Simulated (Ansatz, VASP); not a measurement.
## La2O3: VASP beside Ansatz

The input INCAR:

```
SYSTEM = La2O3
PREC = Accurate
ENCUT = 520
EDIFF = 1E-7
ISMEAR = -1
SIGMA = 0.05
LREAL = .False.
LASPH = .True.
NELM = 100
ALGO = Normal
ISIF = 2
LWAVE = .False.
LCHARG = .True.
GGA = PE
LELF = .True.
LVHAR = .True.
NBANDS = 28
```

Contents of KPOINTS:

```
Automatic mesh
0
Gamma
  5 5 8
  0 0 0
```

Contents of POSCAR:

```
La2O3
1.0
    6.3275179181      0.0000000000      0.0000000000
   -3.1637589590      5.4797912600      0.0000000000
    0.0000000000      0.0000000000      3.2678137186
La O
2 3
Direct
    0.6666666667      0.3333333333      0.4981030000
    0.3333333333      0.6666666667      0.5018970000
    0.5046070000      0.0000000000      0.0000000000
    0.0000000000      0.5046070000      0.0000000000
    0.4953930000      0.4953930000      0.0000000000
```

File input.yaml:

```yaml
crystal:
  lattice:
    - [6.3275179181, 0.0, 0.0]
    - [-3.163758959, 5.47979126, 0.0]
    - [0.0, 0.0, 3.2678137186]
  atoms:
    - { symbol: La, position: [0.6666666667, 0.3333333333, 0.498103] }
    - { symbol: La, position: [0.3333333333, 0.6666666667, 0.501897] }
    - { symbol: O, position: [0.504607, 0.0, 0.0] }
    - { symbol: O, position: [0.0, 0.504607, 0.0] }
    - { symbol: O, position: [0.495393, 0.495393, 0.0] }
kpoints:
  mp_grid: { grid: [5, 5, 8] }
scf:
  occupations: { method: fermi_dirac, width: 0.05 }
hamiltonian:
  xc: pbe
  pseudopotentials: { kind: all_electron, lapw: { basis_error: 0.001 } }
output:
  forces: true
  stress: true
  eigenvalues: true
```

Change from the starting cell: volume scaled by 0.98.

Alike in both runs: task single point; functional PBE; k mesh 5 × 5 × 8; occupations fermi-dirac, width 0.05 eV; no spin polarisation.

|  | VASP | Ansatz |
| --- | --- | --- |
| version | VASP 6.6.1 | Ansatz 0.2.0 |
| potentials or method | VASP PAW PBE potentials, release 64 (La, O) | all-electron LAPW, scalar-relativistic |
| plane-wave cutoff (eV) | 520 | see its input |

VASP gave:

- gap on the k mesh at the Fermi level (eV): 1.55
- least direct gap on the mesh (eV): 2.04
- pressure (GPa): 1.6
- largest component of the traceless stress (GPa): 0.45
- rms of the force components (eV/Å): 0.015

Q: Estimate Ansatz's values.

A: gap on the k mesh at the Fermi level (eV): 1.53; least direct gap on the mesh (eV): 2.04; pressure (GPa): 1.9; largest component of the traceless stress (GPa): 0.50; rms of the force components (eV/Å): 0.015.

Atom by atom the forces differ by 0.001 eV/Å (rms over components). Ansatz ran all-electron here, so the differences hold the error of VASP's frozen core and of both bases.

Caveats: spin-orbit coupling is left out, which moves the levels of the heavy elements; an odd mesh through Γ misses points on the zone boundary, where band edges often lie.
